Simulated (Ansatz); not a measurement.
**B: relaxation step by step**

A trial structure of B was built thus: 3-, 4-connected net of one element (P3_221, No. 154). Its size is a rough estimate.

```
CELL_PARAMETERS angstrom
4.78730 0.00000 0.00000
-2.39365 4.14592 0.00000
0.00000 0.00000 2.97166
ATOMIC_POSITIONS crystal
B 0.76648 0.60847 0.14124
B 0.39153 0.15800 0.80790
B 0.84200 0.23352 0.47457
B 0.60847 0.76648 0.85876
B 0.15800 0.39153 0.19210
B 0.23352 0.84200 0.52543
B 0.52613 0.00000 0.16667
B 0.00000 0.52613 0.83333
B 0.47387 0.47387 0.50000
```

Computed with DFT PBE, scalar-relativistic, plane waves, PAW in Ansatz. Cutoff 420 eV, Gaussian smearing, Γ-centred meshes. Cell and atoms relax first on a coarse mesh and then on a finer one. In between, the cell is made exact in the group found at 0.06 Å. In metals the finer mesh still leaves noise of several meV/atom or more. The steps can't lower the symmetry of their start. No spin polarisation.

Steps on the 6×6×6 mesh (9 atoms, 14 steps). The free energy counts from the last step; the plane-wave basis is renewed at times, which shifts energy and pressure.

| step | ΔF (meV/atom) | V (Å³/atom) | P (GPa) | largest force component (eV/Å) |
| --- | --- | --- | --- | --- |
| 1 | 961.8 | 6.55 | 62.84 | 2.479 |
| 2 | 718.8 | 7.35 | 26.74 | 1.345 |
| 3 | 575.2 | 8.33 | 1.44 | 0.803 |
| 4 | 449.4 | 9.06 | -10.63 | 1.432 |
| 5 | 272.6 | 9.45 | -18.00 | 1.555 |
| 6 | 128.3 | 9.05 | -12.48 | 1.309 |
| 7 | 89.3 | 8.22 | 9.20 | 1.757 |
| 8 | 59.6 | 8.45 | 0.17 | 0.244 |
| 9 | 25.4 | 8.41 | 1.28 | 0.469 |
| 10 | 18.6 | 8.49 | 0.30 | 0.224 |
| 11 | 18.0 | 8.48 | 0.09 | 0.010 |
| 12 | 0.6 | 8.48 | 1.77 | 0.034 |
| 13 | 0.1 | 8.55 | 0.28 | 0.016 |
| 14 | 0.0 | 8.55 | 0.28 | 0.016 |

The relaxed structure, after a last relaxation on the converged mesh:

```
B
1.0
     5.54618    0.00000    0.00000
    -2.77309    4.80313    0.00000
     0.00000    0.00000    2.89179
B
9
Direct
  0.68132 0.51112 0.97371
  0.48888 0.17020 0.64038
  0.82980 0.31868 0.30705
  0.51112 0.68132 0.02629
  0.17020 0.48888 0.35962
  0.31868 0.82980 0.69295
  0.54306 0.00000 0.16667
  0.00000 0.54306 0.83333
  0.45694 0.45694 0.50000
```

The symmetry stays P3_221 (No. 154). The volume per atom grows by 30.6 %, from 6.6 to 8.6 Å³. The shortest distance goes from 1.56 Å (B–B) to 1.64 Å (B–B). The ratio c/a of the conventional cell changes by a factor of 0.84. The energy falls by about 0.96 eV/atom (the start's value is from the coarse mesh). The end is written in a standard setting, so origin, axes and order of atoms can differ from the start's. Around B on a site of symmetry 1 lie 3 B at 1.64–1.77 Å and 3 B at 1.89–1.90 Å; around B on a site of symmetry 2 lie 4 B at 1.73–1.77 Å and 2 B at 1.89 Å.

For B, the volume per atom is 8.56 Å³. The density is 2.10 g/cm³ and the energy over the standard state is +0.51 eV/atom. The gap on the 12×12×14 mesh of the 9-atom cell is 0 eV (a metal).

Energies count from the standard state of B at the same level.

The last run used Gaussian smearing of 0.10 eV. A structure relaxed within its symmetry needn't be a true minimum. In all, the 3 runs took 4.4 min on 1 thread of Arm Neoverse V2, with other jobs on the host. Another cell of B relaxed alike, in Cm, lies 284 meV/atom lower, so this cell isn't the stable form at this level.
